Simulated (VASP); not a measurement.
# CoSi (Pnma) in VASP: relaxation of cell and atoms with PBE

Aim: the relaxation of cell and atoms of CoSi with PBE.

Everything below comes from runs of VASP 6.6.1. Logs are shortened: lines on timing, memory, paths and dates and some standing lists are left out, and cuts for length are marked.

### 1 The structure

It takes space group Pnma (No. 62, orthorhombic). The conventional cell has a = 6.150 Å, b = 3.300 Å, c = 4.540 Å, α = 90.00°, β = 90.00°, γ = 90.00°. Co (site symmetry m) has 7 Si at 2.39 to 2.48 Å as nearest neighbours. Si (site symmetry m) is surrounded by 2 Si at 1.98 Å.

The cell was built by a generator and needn't be a form met in nature.

### 2 Relaxation of cell and atoms, PBE, collinear spin, ferromagnetic start

File INCAR:

```
SYSTEM = CoSi
PREC = Normal
ENCUT = 520
EDIFF = 1E-4
ISMEAR = 0
SIGMA = 0.15
LREAL = .FALSE.
LASPH = .TRUE.
NELM = 60
ALGO = Fast
ISIF = 3
LWAVE = .FALSE.
LCHARG = .FALSE.
ISPIN = 2
MAGMOM = 2 2 2 2 0 0 0 0
LORBIT = 11
LMAXMIX = 4
GGA = PE
IBRION = 2
NSW = 24
EDIFFG = -0.08
KPAR = 2
```

File KPOINTS:

```
Automatic mesh
0
G
  3 5 4
  0 0 0
```

File POSCAR:

```
CoSi
1.0
    6.1500000000      0.0000000000      0.0000000000
    0.0000000000      3.3000000000      0.0000000000
    0.0000000000      0.0000000000      4.5400000000
Co Si
4 4
Direct
    0.8200000000      0.7500000000      0.8800000000
    0.1800000000      0.2500000000      0.1200000000
    0.6800000000      0.2500000000      0.3800000000
    0.3200000000      0.7500000000      0.6200000000
    0.9640000000      0.7500000000      0.3900000000
    0.0360000000      0.2500000000      0.6100000000
    0.4640000000      0.7500000000      0.1100000000
    0.5360000000      0.2500000000      0.8900000000
```

Potentials or basis: VASP PAW PBE potentials, release 64 (Co, Si).

The run is started by

```sh
cat potpaw_PBE.64/Co/POTCAR potpaw_PBE.64/Si/POTCAR > POTCAR
mpirun -np 2 vasp_std > vasp.out
```

OUTCAR:

```text
SYSTEM = CoSi
   PREC = Normal
   ENCUT = 520
   EDIFF = 1E-4
   ISMEAR = 0
   LREAL = .FALSE.
   LASPH = .TRUE.
   NELM = 60
   ISIF = 3
   ISPIN = 2
   LORBIT = 11
   GGA = PE
   IBRION = 2
   NSW = 24
   EDIFFG = -0.08

 ion  position               nearest neighbor table
   1  0.820  0.750  0.880-   5 2.39   8 2.40   8 2.40   7 2.43   6 2.45   6 2.45   5 2.48   3 2.94
                             3 2.94   3 2.94   3 2.94   2 2.97   2 2.97
   2  0.180  0.250  0.120-   6 2.39   7 2.40   7 2.40   8 2.43   5 2.45   5 2.45   6 2.48   4 2.94
                             4 2.94   4 2.94   4 2.94   1 2.97   1 2.97
   3  0.680  0.250  0.380-   8 2.39   5 2.40   5 2.40   6 2.43   7 2.45   7 2.45   8 2.48   1 2.94
                             1 2.94   1 2.94   1 2.94   4 2.97   4 2.97
   4  0.320  0.750  0.620-   7 2.39   6 2.40   6 2.40   5 2.43   8 2.45   8 2.45   7 2.48   2 2.94
                             2 2.94   2 2.94   2 2.94   3 2.97   3 2.97
   5  0.964  0.750  0.390-   6 1.98   6 1.98   1 2.39   3 2.40   3 2.40   4 2.43   2 2.45   2 2.45
                             1 2.48
   6  0.036  0.250  0.610-   5 1.98   5 1.98   2 2.39   4 2.40   4 2.40   3 2.43   1 2.45   1 2.45
                             2 2.48
   7  0.464  0.750  0.110-   8 1.98   8 1.98   4 2.39   2 2.40   2 2.40   1 2.43   3 2.45   3 2.45
                             4 2.48
   8  0.536  0.250  0.890-   7 1.98   7 1.98   3 2.39   1 2.40   1 2.40   2 2.43   4 2.45   4 2.45
                             3 2.48

  LATTYP: Found a simple orthorhombic cell.
 ALAT       =     3.3000000000
 B/A-ratio  =     1.3757575758
 C/A-ratio  =     1.8636363636

  Lattice vectors:

 A1 = (   0.0000000000,   3.3000000000,   0.0000000000)
 A2 = (   0.0000000000,   0.0000000000,   4.5400000000)
 A3 = (   6.1500000000,   0.0000000000,   0.0000000000)

Analysis of symmetry for initial positions (statically):
=====================================================================
 Subroutine PRICEL returns:
 Original cell was already a primitive cell.

 Routine SETGRP: Setting up the symmetry group for a
 simple orthorhombic supercell.

 Subroutine GETGRP returns: Found  8 space group operations
 (whereof  2 operations were pure point group operations)
 out of a pool of  8 trial point group operations.

The static configuration has the point symmetry S_2 .
 The point group associated with its full space group is D_2h.

Analysis of symmetry for dynamics (positions and initial velocities):
=====================================================================
 Subroutine PRICEL returns:
 Original cell was already a primitive cell.

 Routine SETGRP: Setting up the symmetry group for a
[... 172 lines left out ...]
  ---------------------------------------------------
  ext. energy  EPLUGINS =         0.00000000
  ---------------------------------------------------
  free energy    TOTEN  =       -46.90574647 eV

  energy without entropy =      -46.82318860  energy(sigma->0) =      -46.86446753

------------------------ aborting loop because EDIFF is reached ----------------------------------------

  FORCE on cell =-STRESS in cart. coord.  units (eV):
  Direction    XX          YY          ZZ          XY          YZ          ZX
  --------------------------------------------------------------------------------------
  -------------------------------------------------------------------------------------
  Total       -2.8907927     35.2945807      3.5358232      0.0000000      0.0000000      0.0000000
  in kB      -50.2669596    613.7248399     61.4831647      0.0000000      0.0000000      0.0000000
  external PRESSURE =     208.3136817 kB  Pullay stress =       0.0000000 kB
[... 109 lines left out ...]
  FREE ENERGIE OF THE ION-ELECTRON SYSTEM (eV)
  ---------------------------------------------------
  free  energy   TOTEN  =       -51.1460882010 eV

  energy  without entropy=      -51.0711641409  energy(sigma->0) =      -51.10862617

 E-fermi :   9.9494     XC(G=0): -11.9982

 val. band max:        9.9429363924   @ k =   0.0000   0.2000   0.5000
 cond. band min:       9.9637430847   @ k =   0.3333   0.4000   0.2500
 fundamental gap:      0.0208066923
 Fermi energy:         9.9493789718

 spin component 1

 k-point     1 :       0.0000    0.0000    0.0000
  band No.  band energies     occupation
      1      -2.9710      1.00000
      2      -0.7644      1.00000
      3       2.3955      1.00000
      4       3.0688      1.00000
      5       5.2411      1.00000
      6       5.3518      1.00000
[... 1360 lines left out ...]
     34      13.7163      0.00000
     35      15.4160      0.00000

[... ionic steps 4 to 14 ...]

--------------------------------------- Ionic step       15  -------------------------------------------

 number of electron      51.9999779 magnetization       0.0000082

------------------------ aborting loop because EDIFF is reached ----------------------------------------
[... 83 lines left out ...]
 number of electron      51.9999793 magnetization      -0.0000036

 number of electron      51.9999793 magnetization       0.0000097

 Free energy of the ion-electron system (eV)
  ---------------------------------------------------
  ext. energy  EPLUGINS =         0.00000000
  ---------------------------------------------------
  free energy    TOTEN  =       -52.49814736 eV

  energy without entropy =      -52.45182965  energy(sigma->0) =      -52.47498851

 E-fermi :  11.9213     XC(G=0): -12.6692

 val. band max:       11.8345909458   @ k =   0.3333   0.0000   0.2500
 cond. band min:      11.9658887129   @ k =   0.0000   0.2000   0.2500
 fundamental gap:      0.1312977671
 Fermi energy:        11.9213288506

 spin component 1

 k-point     1 :       0.0000    0.0000    0.0000
  band No.  band energies     occupation
      1      -1.9509      1.00000
      2       2.0632      1.00000
      3       3.3267      1.00000
      4       3.9534      1.00000
      5       6.3628      1.00000
      6       6.8562      1.00000
[... 1395 lines left out ...]
  FREE ENERGIE OF THE ION-ELECTRON SYSTEM (eV)
  ---------------------------------------------------
  free  energy   TOTEN  =       -52.4981473640 eV

  energy  without entropy=      -52.4518296533  energy(sigma->0) =      -52.47498851

 reached required accuracy - stopping structural energy minimisation

 total charge

# of ion       s       p       d       tot
------------------------------------------
    1        0.421   0.532   7.592   8.546
    2        0.421   0.532   7.592   8.546
    3        0.421   0.532   7.592   8.546
    4        0.421   0.532   7.592   8.546
    5        0.718   0.906   0.000   1.624
    6        0.718   0.906   0.000   1.624
    7        0.718   0.906   0.000   1.624
    8        0.718   0.906   0.000   1.624
--------------------------------------------------
tot          4.556   5.752  30.370  40.678

 magnetization (x)

# of ion       s       p       d       tot
------------------------------------------
    1       -0.000  -0.000  -0.000  -0.000
    2       -0.000  -0.000  -0.000  -0.000
    3       -0.000  -0.000  -0.000  -0.000
    4       -0.000  -0.000  -0.000  -0.000
    5        0.000   0.000   0.000   0.000
    6        0.000   0.000   0.000   0.000
    7        0.000   0.000   0.000   0.000
    8        0.000   0.000   0.000   0.000
--------------------------------------------------
tot         -0.000   0.000  -0.000  -0.000
```

CONTCAR:

```text
CoSi
   1.00000000000000
     5.1482447820018589    0.0000000000000000    0.0000000000000000
     0.0000000000000000    3.8801929088527354   -0.0000000000000000
     0.0000000000000000    0.0000000000000000    4.4991002485608194
  Co              Si
     4     4
Direct
     0.8163150581898854    0.7500000000000000    0.8461173181722016
     0.1836849418101146    0.2500000000000000    0.1538826818277984
     0.6836849418101146    0.2500000000000000    0.3461173181722015
     0.3163150581898855    0.7500000000000000    0.6538826818277984
     0.9542806786598925    0.7500000000000000    0.3295910820927294
     0.0457193213401075    0.2500000000000000    0.6704089179072705
     0.4542806786598924    0.7500000000000000    0.1704089179072706
     0.5457193213401075    0.2500000000000000    0.8295910820927295

  0.00000000E+00  0.00000000E+00  0.00000000E+00
  0.00000000E+00  0.00000000E+00  0.00000000E+00
  0.00000000E+00  0.00000000E+00  0.00000000E+00
  0.00000000E+00  0.00000000E+00  0.00000000E+00
  0.00000000E+00  0.00000000E+00  0.00000000E+00
  0.00000000E+00  0.00000000E+00  0.00000000E+00
  0.00000000E+00  0.00000000E+00  0.00000000E+00
  0.00000000E+00  0.00000000E+00  0.00000000E+00
```

Wall time 3.2 min (2 MPI ranks of AMD EPYC 9R45 (Zen 5), shared host); peak memory 0.19 GiB.

Results:

```yaml
Free_energy: -52.4981 eV
Relaxed_volume: 11.23 Å³/atom
Relaxed_cell: a = 5.148 Å, b = 3.880 Å, c = 4.499 Å, α = 90.00°, β = 90.00°, γ = 90.00°
Space_group_after_relaxing_to_0.05_Å: Pnma (No. 62)
Energy_gained_by_relaxing: 699.1 meV/atom
Ionic_steps: 17
Pressure_after_relaxing: -0.7 GPa
Largest_force_after_relaxing: 0.055 eV/Å
Band_gap_on_the_k_mesh: none (metal or under the smearing width)
Net_moment: 0.00 μB per cell
Valence_electrons_inside_the_program's_atomic_spheres: Co 8.55; Si 1.62
```

Forces in eV/Å, atoms in the order of the input:
```
Co   0.044  0.000 -0.033
Co  -0.044  0.000  0.033
Co  -0.044  0.000 -0.033
Co   0.044  0.000  0.033
Si   0.034  0.000  0.043
Si  -0.034  0.000 -0.043
Si   0.034  0.000 -0.043
Si  -0.034  0.000  0.043
```

The path:
```
step  energy change (eV)  largest force (eV/Å)  pressure (GPa)  volume (Å³)
   1              0.0000                8.0388           20.83        92.14
   2             -1.7878                2.3635          -17.90       112.14
   3             -4.2403                0.9201          -14.04       101.75
   4             -4.2498                0.6843          -13.31       102.31
   5             -4.8480                1.1342            5.88        90.12
   6             -4.8897                0.9449            3.80        92.18
   7             -4.8840                0.8557           -1.02        93.21
   8             -4.8893                0.8883            0.22        92.63
   9             -4.8898                0.9072            1.66        92.45
  10             -5.1496                0.4809            1.09        91.07
  11             -5.3693                0.5447            4.22        88.27
  12             -5.5374                0.3826           -0.99        90.89
  13             -5.5376                0.3911           -0.98        90.83
  14             -5.5753                0.2328           -0.44        90.08
  15             -5.5815                0.1667            0.58        89.54
  16             -5.5817                0.1937            0.46        89.60
  17             -5.5924                0.0553           -0.66        89.87
```

Final structure:
```
Co Si
1.0
     5.14824    0.00000    0.00000
     0.00000    3.88019    0.00000
     0.00000    0.00000    4.49910
Co Si
4 4
Direct
  0.81632 0.75000 0.84612
  0.18368 0.25000 0.15388
  0.68368 0.25000 0.34612
  0.31632 0.75000 0.65388
  0.95428 0.75000 0.32959
  0.04572 0.25000 0.67041
  0.45428 0.75000 0.17041
  0.54572 0.25000 0.82959
```

Caveat: the k mesh is coarse (spacing up to 0.38 Å⁻¹), so the values aren't converged; the starting moments collapsed, and a magnetic state may lie lower; the relaxation stopped at a loose force limit of 0.08 eV/Å, so its end isn't a converged minimum.
